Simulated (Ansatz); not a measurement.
The system is Nb.

```
Nb
1.0
     0.00000    2.11500    2.11500
     2.11500    0.00000    2.11500
     2.11500    2.11500    0.00000
Nb
1
Direct
  0.00000 0.00000 0.00000
```

This isn't the form of Nb at room conditions, which is bcc.

* Program: Ansatz 0.2.0
* Task: relaxation of cell and atoms
* Functional: BLYP
* Dispersion: D3(BJ)
* Potentials or basis: Ansatz PAW
* Cutoff: 420 eV (not typed: the program's choice for these potentials)
* k mesh: 11 × 11 × 11
* Occupations: fermi-dirac, width 0.05 eV
* Spin: no spin polarisation

At the start: volume 18.92 Å³/atom.

Where does the relaxation end?

It ends after 4 steps and the volume is 17.67 Å³/atom (-6.6 %); space group Fm-3m (No. 225, to 0.05 Å).

The path:
```tsv
step	energy change (eV)	largest force (eV/Å)	volume (Å³)
1	0.0000	0.0000	18.92
2	-0.0444	0.0000	17.80
3	-0.0449	0.0000	17.67
4	-0.0447	0.0000	17.67
```

Final structure:
```yaml
crystal:
  lattice:
    - [0.00000, 2.06713, 2.06713]
    - [2.06713, 0.00000, 2.06713]
    - [2.06713, 2.06713, 0.00000]
  atoms:
    - { symbol: Nb, position: [0.00000, 0.00000, 0.00000] }
```

Caveat: the plane-wave basis is chosen anew once the cell has moved, so the energies of steps on either side of that aren't comparable; pairwise dispersion overbinds metals, which lowers pressure and volume; the PAW data sets come from PBE, with cores solved anew for the run's functional, which leaves a small shift of forces and pressure.
